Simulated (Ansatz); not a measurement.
Reaction (hydrogen abstraction from the Si–H bond): `CN(C)[SiH2]O` + `F[C](F)F`• → `CN(C)[SiH]O`• + trifluoromethane

Gas-phase electronic energies from Ansatz, PBE0-D4/def2-TZVP geometries. CCSD(T)/CBS is the MP2 limit (def2-TZVPP, def2-QZVPP) plus CCSD(T) − MP2 in def2-TZVPP, frozen cores. This one scheme is used for every species. Functionals use def2-TZVPP. B3LYP here is the variant with VWN-RPA as its local correlation; programs differ in this. Open shells (•) are unrestricted, without spin–orbit coupling. Each species was taken in one conformer, which may not be the lowest.

`CN(C)[SiH2]O`:

Cartesian coordinates in Å:
```
C 1.238 0.402 -0.916
N 0.114 0.327 -0.015
C -1.015 1.124 -0.425
Si 0.039 -0.843 1.226
O -0.259 -2.405 0.778
H 0.995 0.018 -1.917
H 1.575 1.440 -1.033
H 2.077 -0.180 -0.531
H -1.817 1.057 0.312
H -1.419 0.805 -1.397
H -0.734 2.181 -0.518
H -1.036 -0.375 2.143
H 1.372 -0.940 1.862
H -1.128 -2.611 0.431
```

`F[C](F)F`•:

```xyz
4

F     0.495    0.823   -0.810
C     0.051   -0.235   -0.172
F    -1.245   -0.167    0.027
F     0.699   -0.421    0.955
```

`CN(C)[SiH]O`•:

Cartesian coordinates in Å:
```
C 0.493 -1.313 0.183
N 0.051 0.024 -0.132
C 0.910 0.719 -1.058
Si -1.578 0.527 0.120
O -2.092 0.021 1.607
H 1.480 -1.288 0.661
H -0.205 -1.791 0.872
H 0.575 -1.943 -0.713
H 0.519 1.718 -1.263
H 1.009 0.187 -2.014
H 1.916 0.833 -0.636
H -1.521 2.025 0.011
H -1.557 0.279 2.362
```

`FC(F)F`:

Z-matrix (Å, degrees):
```
C
F 1 1.331
F 1 1.331 2 108.5
F 1 1.331 2 108.5 3 -117.7
H 1 1.093 2 110.4 3 121.1
```

```csv
level,ΔE (kJ/mol),difference from CCSD(T)/CBS
PBE-D4,-66.2,-4.5
r2SCAN-D4,-57.3,4.4
PBE0-D4,-62.2,-0.5
B3LYP-D4,-59.3,2.4
ωB97X-V,-54.0,7.7
ωB97M-V,-57.7,4.0
B2PLYP,-57.9,3.8
PBE,-65.5,-3.8
r2SCAN,-57.3,4.4
PBE0,-61.8,-0.1
B3LYP,-57.9,3.8
HF/def2-TZVPP,-38.3,23.4
MP2/def2-TZVPP,-64.2,-2.5
SCS-MP2/def2-TZVPP,-61.5,0.2
CCSD/def2-TZVPP,-58.5,3.2
CCSD(T)/def2-TZVPP,-60.7,1.0
HF/def2-QZVPP,-38.0,23.7
MP2/def2-QZVPP,-64.6,-2.9
SCS-MP2/def2-QZVPP,-62.0,-0.3
HF/CBS(def2),-37.9,23.8
MP2/CBS(def2),-65.1,-3.4
CCSD/CBS(def2),-59.5,2.2
CCSD(T)/CBS,-61.7,0
```

Largest T1 diagnostic among the species: 0.014.

In def2-TZVPP, CCSD(T) changes the Hartree–Fock value by −22.4 kJ/mol (the triples alone add −2.2 kJ/mol) and MP2 by −25.9 kJ/mol. From PBE to PBE0 (25 % exact exchange), in def2-TZVPP and without D4, ΔE moves by +3.8 kJ/mol.

CCSD(T)/CBS has its own doubt, a few kJ/mol and more with outer-core shells, so smaller differences from it don't rank the levels.
